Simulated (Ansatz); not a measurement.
Co, a slab with vacuum:

```
CELL_PARAMETERS angstrom
2.53950 0.00000 0.00000
-1.26975 2.19927 0.00000
0.00000 0.00000 25.36748
ATOMIC_POSITIONS crystal
Co 0.66667 0.33333 0.29565
Co 0.33333 0.66667 0.37739
Co 0.00000 0.00000 0.45913
Co 0.66667 0.33333 0.54087
Co 0.33333 0.66667 0.62261
Co 0.00000 0.00000 0.70435
```

The cell isn't the ideal one: the (1 1 1) slab of Co, cut from the database cell, not relaxed.

Alike in all runs: program Ansatz 0.2.0; functional PBE; potentials or basis Ansatz PAW; cutoff 420 eV (not typed: the program's choice for these potentials); k mesh 12 × 12 × 1; occupations fermi-dirac, width 0.05 eV.

The same cell was started in several ways:

```csv
start,free energy over the lowest (meV/atom),net moment (μB),site or absolute moments (μB),gap
no spin polarisation,297.2,-,-,none (metal or under the smearing width)
"collinear spin, antiferromagnetic start of up to 2 μB",0.0,-10.43,"Co -1.86, -1.81, -1.79",none (metal or under the smearing width)
"collinear spin, ferrimagnetic start of up to 2 μB",0.0,10.43,"Co +1.86, +1.81, +1.79",none (metal or under the smearing width)
"collinear spin, ferromagnetic start of up to 3.5 μB",0.0,10.43,"Co +1.86, +1.81, +1.79",none (metal or under the smearing width)
"collinear spin, random start of up to 2.37 μB",0.0,10.43,"Co +1.86, +1.81, +1.79",none (metal or under the smearing width)
"collinear spin, ferromagnetic start of up to 2 μB",0.0,10.43,"Co +1.86, +1.81, +1.79",none (metal or under the smearing width)
```

Allowing spin polarisation gains 297 meV/atom. A still lower state may exist.

Caveats: the cell was measured hot, at 1300 K; the magnetic or orbital state may not be the lowest (some runs); the starting moments weren't kept (some runs).
